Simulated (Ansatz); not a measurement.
# C: the cost of one run

Program: Ansatz 0.2.0. Level of theory: DFT PBEsol, scalar-relativistic, plane waves, PAW. These are calculated values, not measurements.

2 further runs of the same task are left out: 2 set aside as unsound or not needed.

### Step 1. The system as given

The structure is cubic, space group Fd-3m (No. 227). The conventional cell has a = 3.554 Å, b = 3.554 Å, c = 3.554 Å, α = 90.00°, β = 90.00°, γ = 90.00°. C (site symmetry -43m) is surrounded by 4 C at 1.54 Å.

As a file:

```
C
1.0
     0.00000    1.77690    1.77690
     1.77690    0.00000    1.77690
     1.77690    1.77690    0.00000
C
2
Direct
  0.50000 0.50000 0.50000
  0.75000 0.75000 0.75000
```

This cell was relaxed beforehand with the same method: volume 5.61 Å³/atom, gap on the mesh 4.07 eV.

Bulk energy on matching settings, from an earlier run: -246.6680 eV/atom.

### Step 2. The (100) slab

Miller indices refer to the conventional cell of the relaxed bulk, Fd-3m (No. 227): a = 3.554 Å, b = 3.554 Å, c = 3.554 Å, α = 90.00°, β = 90.00°, γ = 90.00°.

Cut from the relaxed bulk: a (100) slab, 10.7 Å thick as cut, with 15 Å of vacuum; its outer planes are C (top) and C (bottom).

The slab as cut. Its planes from the bottom up:

| plane | atoms per cell | height over the lowest (Å) |
| --- | --- | --- |
| 1 | C | 0.00 |
| 2 | C | 0.89 |
| 3 | C | 1.78 |
| 4 | C | 2.67 |
| 5 | C | 3.55 |
| 6 | C | 4.44 |
| 7 | C | 5.33 |
| 8 | C | 6.22 |
| 9 | C | 7.11 |
| 10 | C | 8.00 |
| 11 | C | 8.88 |
| 12 | C | 9.77 |
| 13 | C | 10.66 |

### Step 3. Single point on the unrelaxed (100) slab

A dipole layer in the vacuum cancels the field that periodic copies would set up if the slab's two faces differ.

Contents of input.yaml:

```yaml
crystal:
  lattice:
    - [2.5129226041, 0.0, 0.0]
    - [0.0, 2.5129226041, 0.0]
    - [0.0, 0.0, 25.6614276838]
  atoms:
    - { symbol: C, position: [0.0, 0.0, 0.2922674487] }
    - { symbol: C, position: [0.5, 0.0, 0.3268895406] }
    - { symbol: C, position: [0.5, 0.5, 0.3615116325] }
    - { symbol: C, position: [0.0, 0.5, 0.3961337244] }
    - { symbol: C, position: [0.0, 0.0, 0.4307558162] }
    - { symbol: C, position: [0.5, 0.0, 0.4653779081] }
    - { symbol: C, position: [0.5, 0.5, 0.5] }
    - { symbol: C, position: [0.0, 0.5, 0.5346220919] }
    - { symbol: C, position: [0.0, 0.0, 0.5692441838] }
    - { symbol: C, position: [0.5, 0.0, 0.6038662756] }
    - { symbol: C, position: [0.5, 0.5, 0.6384883675] }
    - { symbol: C, position: [0.0, 0.5, 0.6731104594] }
    - { symbol: C, position: [0.0, 0.0, 0.7077325513] }
basis:
  ecutwfc: 420
kpoints:
  mp_grid: { grid: [11, 11, 1] }
hamiltonian:
  xc: pbesol
scf:
  occupations: { method: gaussian, width: 0.05 }
output:
  forces: true
  stress: true
  eigenvalues: true
efield:
  axis: 3
  dipole_correction: true
  ramp_width: 0.04
```

The run is started by

```bash
ansatz run input.yaml --threads 1 --pin off --max-ram 2560MiB --backend cpu --events-out ev --progress --plain --runs-dir out
```

Q: Estimate wall time and peak memory on 1 thread of Intel Xeon 6975P-C (Granite Rapids), shared host.

About 11 s, with a peak of 0.5 GiB.
